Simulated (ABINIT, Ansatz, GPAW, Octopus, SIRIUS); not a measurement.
# HfN: programs and potentials compared

```
Hf N
1.0
     0.00000    2.45482    2.45482
     2.45482    0.00000    2.45482
     2.45482    2.45482    0.00000
Hf N
1 1
Direct
  0.99847 0.99706 0.99660
  0.26378 0.24281 0.23936
```

The cell comes from a database or a generator and needn't be the stable form of this composition.

Atoms were shifted at random by some hundredths of an Å from the given cell, which wasn't relaxed again for these runs.

Alike in all runs: task single point; functional PBEsol; k mesh 9 × 9 × 9; occupations fermi-dirac, width 0.05 eV; no spin polarisation; no spin-orbit coupling. Pressure is positive in compression and, in plane waves, holds the error of the finite cutoff, which Ansatz's Pulay term estimates and takes out.

```csv
program and potentials,plane-wave cutoff (eV),notes,pressure (GPa),largest force (eV/Å),energy over the undisturbed cell (meV/atom)
"Ansatz, Ansatz PAW",420,"potentials made for PBE, which Ansatz adapts in part; 15.5 valence electrons an atom on average; Pulay term of +0.39 GPa included",-4.81,0.552,5.85
"Ansatz, all-electron LAPW, scalar-relativistic",-,-,-4.80,0.553,-
"ABINIT, PseudoDojo NC SR PBEsol v0.4.1 standard",1143,8.5 valence electrons an atom on average,-5.39,0.539,5.70
"GPAW, PAW data sets generated for this functional",800,8.5 valence electrons an atom on average,-3.99,0.585,6.18
"SIRIUS, PseudoDojo 0.4.1 PBEsol standard (scalar relativistic)",1152,8.5 valence electrons an atom on average,?,?,-
"Octopus, pseudodojo_pbesol (PseudoDojo 0.4, PBEsol)",-,8.5 valence electrons an atom on average,-,0.539,5.51
```

Problem. Estimate from the other rows what the run with SIRIUS, PseudoDojo 0.4.1 PBEsol standard (scalar relativistic) gave.

Solution. Pressure -5.41 GPa; largest force 0.539 eV/Å. The other rows, which needn't bracket it: pressure -5.39 to -3.99; largest force 0.539 to 0.585; energy over the undisturbed cell 5.51 to 6.18.
